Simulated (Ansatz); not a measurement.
The cell is COD entry 9008768, as deposited and not checked against the literature; nothing was relaxed. The listed cell was then made from it by scaling, straining or moving an atom.

An input for YN: DFT, PBE, PAW with Ansatz's default frozen-core files, scalar-relativistic (Ansatz 0.2.0).

Command: `ansatz run input.yaml --threads 1 --pin off --max-ram 3072MiB --backend cpu --events-out ev --progress --plain --runs-dir out` The run took 2.6 s on 1 thread of Intel(R) Xeon(R) Platinum 8488C (Sapphire Rapids), on a shared host, peak memory 0.4 GiB.

```yaml
crystal:
  lattice:
    - [-0.04877, 2.414115, 2.414115]
    - [2.414115, -0.04877, 2.414115]
    - [2.414115, 2.414115, -0.04877]
  atoms:
    - { symbol: "Y", position: [0.0, 0.0, 0.0] }
    - { symbol: "N", position: [0.5, 0.5, 0.5] }
kpoints:
  mp_grid: { grid: [9, 9, 9] }
scf:
  occupations: { method: fermi_dirac, width: 0.03 }
hamiltonian:
  xc: pbe
  pseudopotentials: { kind: paw }
output:
  forces: true
  stress: true
  eigenvalues: true
  efg: { contact_densities: true }
  write_density: true
  write_potential: true
  elf: true
  volumetric_format: npy
```

The results part of the log:

```
SCF 1 converged in 6 iterations: F = -4236.061810 eV  dr2 = 2.09e-11
  greatest PAW one-centre occupation: 0.993 electrons in one spin orbital (limit 2), on the Y atom at site 0 (counted from 0), in its partial waves of l = 0
SCF converged after 6 iterations
Free energy (F): -4236.061810 eV
Harris-Foulkes:  -4236.061810 eV  (|F-HF|=8.19e-12)
Internal energy: -4236.061700 eV  (E = F + TS)
E sigma→0 (E₀):  -4236.061755 eV
Entropy (-TS):   -0.000111 eV (-0.055 meV/atom)
Fermi energy:    12.210894 eV
--- Per-component energies (eV) ---
  E_band       = -48.067833
  E_kinetic    = 437.856283
  E_local      = -600.508417  (includes V_loc(G=0)·N_el)
  E_nonlocal   = 94.801365
  E_hartree    = 185.132741
  E_xc         = -235.848285
  E_vxc        = -278.676866  (∫ρ·V_xc dr)
  E_paw        = -2952.172389  (= ΣΔE_a)
  E_vpaw       = -71.805833  (= ΣTr[D̂ρ^β])
  E_aug_tail   = 0.000097  (compensation charges beyond the density's cutoff)
  E_ewald      = -1165.323094
  E_smearing   = -0.000111  (= −TS)
  E_closure    = 0.000000  (closes the sum)
  Σ components = -4236.061810   (vs F -4236.061810, Δ=0.00e0)
--- Forces (eV/Å), atoms counted from 1 ---
  atom   1  Y      0.00000000     0.00000000     0.00000000
  atom   2  N      0.00000000     0.00000000    -0.00000000
  max |Σ_I F_I| component: 4.34e-30 eV/Å
--- Stress (GPa, compression-positive) ---
        2.968247       2.398811       2.398811
        2.398811       2.968247       2.398811
        2.398811       2.398811       2.968247
  P = ⅓ Tr σ = 2.9682 GPa (29.682 kbar)
--- PAW observables at the nuclei: V_zz in 10²¹ V/m², potentials from the cell's mean, atoms counted from 1 ---
  atom   1  Y  V_zz =    +1.120586   η = 0.0000   by run symmetry: allowed
            electrostatic potential = -5719.646090 V   contact ρ = 443892.057159 e/Å³
  atom   2  N  V_zz =    -0.179797   η = 0.0000   by run symmetry: allowed
            electrostatic potential = -520.848112 V   contact ρ = 1415.523250 e/Å³
--- Band table (eV; the first three rows and the last of 85) ---
  k-point 0: bands = ["-28.6917", "-8.3432", "-8.3432", "-8.3270", "-0.8289", "12.0414", "12.0414", "12.1650", "15.0949", "15.0949", "15.4434", "16.3765"]
  k-point 1: bands = ["-28.6778", "-8.4955", "-8.3510", "-8.3400", "-0.6151", "11.3038", "11.6210", "11.7595", "15.2577", "15.4024", "15.7362", "17.0260"]
  k-point 2: bands = ["-28.6424", "-8.8579", "-8.3707", "-8.3677", "-0.0898", "9.9551", "10.8299", "11.0085", "15.6267", "16.1785", "16.4959", "18.3675"]
  k-point 84: bands = ["-28.5491", "-9.4669", "-8.5278", "-8.4612", "0.8099", "8.2591", "9.7742", "9.8621", "17.5372", "17.6744", "18.5410", "20.0691"]
```
